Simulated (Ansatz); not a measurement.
The system is TiO2.

```xyz
12
Lattice="4.8608 0.0000 0.0000 0.0000 4.9206 0.0000 -0.8715 0.0000 4.9666" Properties=species:S:1:pos:R:3 pbc="T T T"
Ti    1.1628    0.2598    1.0586
Ti    3.2623    2.7202    1.4247
Ti    2.8265    4.6608    3.9080
Ti    0.7270    2.2005    3.5419
O    -0.4318    0.8708    4.2293
O     3.9854    3.3311    3.2206
O     4.4211    4.0498    0.7373
O     0.0039    1.5895    1.7460
O     1.7580    3.7280    2.3183
O     2.6670    1.2677    0.1650
O     2.2313    1.1926    2.6483
O     1.3223    3.6529    4.8016
```

The cell comes from a database or a generator and needn't be the stable form of this composition.

The cell isn't the ideal one: strained by +1 %.

A run of Ansatz 0.2.0 on this cell left the log below. Logs are shortened: lines on timing, memory, paths and dates and some standing lists are left out, and cuts for length are marked.

```text
Warning: RAYON_NUM_THREADS=4 ignored (pool sized by the plan → 4); use --threads N
Engine: ansatz 0.2.0, aarch64-unknown-linux-gnu
Pseudopotentials: kind: paw
Pseudopotential: Ti, paw, valence charge 12, recommended cutoff 420 eV (normal), Ti.paw.azcp
Pseudopotential: O, paw, valence charge 6, recommended cutoff 420 eV (normal), O.paw.azcp
Functional definition: PBE
  parameter kappa = 0.804
  parameter beta = 0.06672455060314922
  exchange = pbe_x(kappa = kappa, mu = beta*pi^2/3)
  correlation = pbe_c(beta = beta)
Crystal: 12 atoms, lattice volume = 118.792 Å³
Basis set: ecut = 420 eV, 2325 PW (Γ), exchange–correlation on 72×72×72 points (8 copies of the dense FFT grid, shifted against one another)
Bands: 60, of which v1, the nominal top of the filled ones, is band 48 counted from 1 (47 counted from 0)
Symmetry: 4 space group operations
Space group: P21/c (ITA 14), of the structure as read, at distance tolerance 4.9e-5 Å
k-points: 39 of 125
[... 37 lines left out ...]
  E_ewald      = -7436.303082
  E_smearing   = -0.000000  (= −TS)
  E_closure    = 0.000000  (closes the sum)
  Σ components = -14554.202659   (vs F -14554.202659, Δ=0.00e0)
--- Forces (eV/Å), atoms counted from 1 ---
  atom   1  Ti    -0.12101744     0.17174543     0.05740434
  atom   2  Ti     0.12101744     0.17174543    -0.05740434
  atom   3  Ti     0.12101744    -0.17174543    -0.05740434
  atom   4  Ti    -0.12101744    -0.17174543     0.05740434
  atom   5  O      0.08281517     0.03683315    -0.05437912
  atom   6  O     -0.08281517     0.03683315     0.05437912
  atom   7  O     -0.08281517    -0.03683315     0.05437912
  atom   8  O      0.08281517    -0.03683315    -0.05437912
  atom   9  O      0.10312602     0.03629341    -0.02413023
  atom  10  O     -0.10312602     0.03629341     0.02413023
  atom  11  O     -0.10312602    -0.03629341     0.02413023
  atom  12  O      0.10312602    -0.03629341    -0.02413023
  max |Σ_I F_I| component: 4.86e-17 eV/Å
--- Stress (GPa, compression-positive) ---
       -1.969494       0.000000      -0.563054
        0.000000      -2.015152       0.000000
       -0.563053       0.000000       1.226660
  P = ⅓ Tr σ = -0.9193 GPa (-9.193 kbar)
--- Band table (eV; the first three rows and the last of 39) ---
  k-point 0: bands = ["-46.7501", "-46.7174", "-46.7163", "-46.7136", "-23.1596", "-23.1370", "-23.1066", "-23.0449", "-22.9887", "-22.9460", "-22.9397", "-22.9242", "-22.9103", "-22.9023", "-22.8537", "-22.8324", "-8.5207", "-6.9229", "-6.8871", "-6.5823", "-6.5724", "-6.5462", "-6.4938", "-6.2613", "4.3328", "4.3550", "4.9234", "5.0798", "5.1013", "5.2799", "5.9065", "6.4695", "6.4839", "6.6584", "6.7861", "7.0054", "7.5310", "7.8853", "7.9326", "8.0143", "8.2324", "8.6693", "8.7740", "8.9143", "9.2696", "9.4148", "9.9256", "9.9770", "12.3209", "12.4365", "12.8053", "12.8901", "13.0583", "13.1594", "13.4035", "13.6556", "13.7504", "14.0188"]
  k-point 1: bands = ["-46.7468", "-46.7191", "-46.7171", "-46.7144", "-23.1438", "-23.1143", "-23.1041", "-23.0580", "-22.9802", "-22.9724", "-22.9459", "-22.9269", "-22.8988", "-22.8933", "-22.8569", "-22.8538", "-8.3857", "-7.0932", "-6.8437", "-6.6210", "-6.5941", "-6.5094", "-6.5057", "-6.2844", "4.4146", "4.5270", "5.1046", "5.1123", "5.3369", "5.3952", "5.8335", "6.3464", "6.3620", "6.6398", "6.9253", "7.1241", "7.5210", "7.5635", "7.9668", "8.1185", "8.1932", "8.5352", "8.6268", "8.7934", "9.1008", "9.2975", "9.7667", "9.8132", "12.3302", "12.5257", "12.7426", "12.8534", "13.1409", "13.2117", "13.5051", "13.6697", "13.8072", "13.8192"]
  k-point 2: bands = ["-46.7382", "-46.7276", "-46.7163", "-46.7153", "-23.1036", "-23.0933", "-23.0852", "-23.0538", "-23.0310", "-22.9819", "-22.9468", "-22.9154", "-22.9075", "-22.8973", "-22.8724", "-22.8646", "-8.0182", "-7.5281", "-6.7412", "-6.6635", "-6.5984", "-6.5547", "-6.4488", "-6.3648", "4.6726", "4.9033", "5.0679", "5.1976", "5.6178", "5.8163", "5.9491", "6.1432", "6.1735", "6.8192", "7.1072", "7.2003", "7.2148", "7.4993", "7.5989", "7.9797", "8.0618", "8.3550", "8.4437", "8.7473", "8.8851", "9.1377", "9.4229", "9.6265", "12.4358", "12.6191", "12.6799", "12.7593", "13.2485", "13.2774", "13.5425", "13.6122", "13.8578", "13.9261"]
  k-point 38: bands = ["-46.7351", "-46.7300", "-46.7172", "-46.7150", "-23.1376", "-23.1202", "-23.0907", "-23.0706", "-23.0170", "-22.9810", "-22.9255", "-22.9096", "-22.8973", "-22.8851", "-22.8688", "-22.8539", "-7.7026", "-7.3825", "-6.9315", "-6.8746", "-6.7035", "-6.6615", "-6.3920", "-6.3547", "5.0198", "5.1385", "5.2690", "5.3525", "5.5304", "5.6561", "5.8223", "5.9130", "6.4934", "6.7945", "6.9820", "7.2727", "7.4419", "7.5116", "7.8105", "8.0227", "8.0844", "8.4121", "8.4343", "8.6775", "8.8790", "8.9293", "9.0183", "9.2313", "12.5461", "12.5705", "12.7668", "12.8445", "13.1417", "13.2699", "13.3635", "13.5583", "13.6060", "13.7177"]
```

Q: What input gives this log?

A: Single point with PBE, no spin polarisation. The files as run (others can give the same):

input.yaml
```yaml
crystal:
  lattice:
    - [4.8608267792, 0.0, 0.0]
    - [0.0, 4.9206033046, 0.0]
    - [-0.8715143032, 0.0, 4.9665942755]
  atoms:
    - { symbol: Ti, position: [0.27743526, 0.05280836, 0.21314827] }
    - { symbol: Ti, position: [0.72256474, 0.55280836, 0.28685173] }
    - { symbol: Ti, position: [0.72256474, 0.94719164, 0.78685173] }
    - { symbol: Ti, position: [0.27743526, 0.44719164, 0.71314827] }
    - { symbol: O, position: [0.06383822, 0.17696552, 0.85155674] }
    - { symbol: O, position: [0.93616178, 0.67696552, 0.64844326] }
    - { symbol: O, position: [0.93616178, 0.82303448, 0.14844326] }
    - { symbol: O, position: [0.06383822, 0.32303448, 0.35155674] }
    - { symbol: O, position: [0.44536099, 0.75763174, 0.46677186] }
    - { symbol: O, position: [0.55463901, 0.25763174, 0.03322814] }
    - { symbol: O, position: [0.55463901, 0.24236826, 0.53322814] }
    - { symbol: O, position: [0.44536099, 0.74236826, 0.96677186] }
hamiltonian:
  xc: pbe
  pseudopotentials: { kind: paw }
kpoints:
  mp_grid: { grid: [5, 5, 5] }
scf:
  occupations: { method: fermi_dirac, width: 0.05 }
output:
  forces: true
  stress: true
  eigenvalues: true
```

Potentials or basis: Ansatz PAW.
Launch:
```console
$ ansatz run input.yaml --threads 4 --pin off --max-ram 11264MiB --backend cpu --events-out ev --progress --plain --runs-dir out
```

Caveat: odd divisions of the mesh miss points on the zone boundary, where band edges often lie, so the gap on the mesh can be too wide; the pressure holds a Pulay correction of +0.8 GPa for the finite cutoff.
